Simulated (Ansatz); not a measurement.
Geometry optimisation, DFT LDA, scalar-relativistic, plane waves, PAW (Ansatz).

Input:

```yaml
crystal:
  lattice:
    - [6.903997, -2.4346, 0.0]
    - [6.903997, 2.4346, 0.0]
    - [-5.505606, 0.0, 6.784189]
  atoms:
    - { symbol: Si, position: [0.0274, 0.9726, 0.75] }
    - { symbol: Si, position: [0.9726, 0.0274, 0.25] }
    - { symbol: Si, position: [0.9196, 0.4168, 0.1579] }
    - { symbol: Si, position: [0.5832, 0.0804, 0.3421] }
    - { symbol: Si, position: [0.0804, 0.5832, 0.8421] }
    - { symbol: Si, position: [0.4168, 0.9196, 0.6579] }
    - { symbol: O, position: [0.2234, 0.3522, 0.3097] }
    - { symbol: O, position: [0.6478, 0.7766, 0.1903] }
    - { symbol: O, position: [0.7766, 0.6478, 0.6903] }
    - { symbol: O, position: [0.3522, 0.2234, 0.8097] }
    - { symbol: O, position: [0.9294, 0.271, 0.9324] }
    - { symbol: O, position: [0.729, 0.0706, 0.5676] }
    - { symbol: O, position: [0.0706, 0.729, 0.0676] }
    - { symbol: O, position: [0.271, 0.9294, 0.4324] }
    - { symbol: O, position: [0.8379, 0.2971, 0.1972] }
    - { symbol: O, position: [0.7029, 0.1621, 0.3028] }
    - { symbol: O, position: [0.1621, 0.7029, 0.8028] }
    - { symbol: O, position: [0.2971, 0.8379, 0.6972] }
    - { symbol: H, position: [0.7656537, 0.0913259, 0.8778344] }
total_charge: 1
basis:
  ecutwfc: 420.0
kpoints:
  mp_grid: { grid: [2, 2, 2] }
hamiltonian:
  xc: lda
  pseudopotentials: { kind: paw, azcp: { folder: soft_1 } }
scf:
  occupations: { method: fermi_dirac, width: 0.02 }
  lower_state_search: "off"
relax:
  f_tol: 0.03
  max_steps: 60
  adjacent_minimum: "off"
```

Launched with:

```bash
$ ansatz run input.yaml --threads 1 --pin off --max-ram 3072MiB --backend cpu --events-out ev --progress --plain --runs-dir out
```

Problem. Where does it end, and by what steps?

Solution. The forces met the threshold. Limits of this set-up: coarse k mesh, PAW files made for another functional, a small cell, in which the defect meets its images, charged cell in a uniform background, uncorrected. After 12 steps the energy has fallen by 3.580 eV; H19 moved furthest, 1.27 Å. Joined: O15–H19 (2.20 → 1.02 Å).

```csv
step,energy less start (eV),largest force component (eV/Å),accepted
0,0.0000,2.124,yes
1,-0.4276,1.604,yes
2,-0.8725,2.161,yes
3,-1.4050,2.922,yes
4,-2.0464,3.623,yes
5,-2.6748,3.644,yes
6,-3.3371,1.441,yes
7,-3.5050,0.483,yes
8,-3.5212,0.333,yes
9,-3.5755,0.179,yes
10,-3.5796,0.063,yes
11,-3.5799,0.063,yes
12,-3.5800,0.007,yes
```

```xyz
19
Lattice="6.9040 -2.4346 0.0000 6.9040 2.4346 0.0000 -5.5056 0.0000 6.7842" Properties=species:S:1:pos:R:3
Si 2.855 2.232 5.041
Si 5.425 -2.380 1.660
Si 8.398 -1.247 0.960
Si 2.631 -1.258 2.317
Si 0.028 1.181 5.671
Si 5.711 1.182 4.405
O 2.092 0.256 2.111
O 8.706 0.284 1.250
O 6.141 -0.365 4.582
O -0.314 -0.409 5.514
O 3.279 -1.659 6.262
O 2.347 -1.718 3.821
O 5.092 1.545 0.410
O 6.067 1.727 2.908
O 6.650 -1.348 0.988
O 4.222 -1.386 2.000
O 1.624 1.314 5.537
O 4.131 1.341 4.635
H 0.721 -0.933 6.941
```

Time of the run: 50 s on 1 thread of Arm Neoverse V2, on a shared host, peak memory 0.46 GiB.
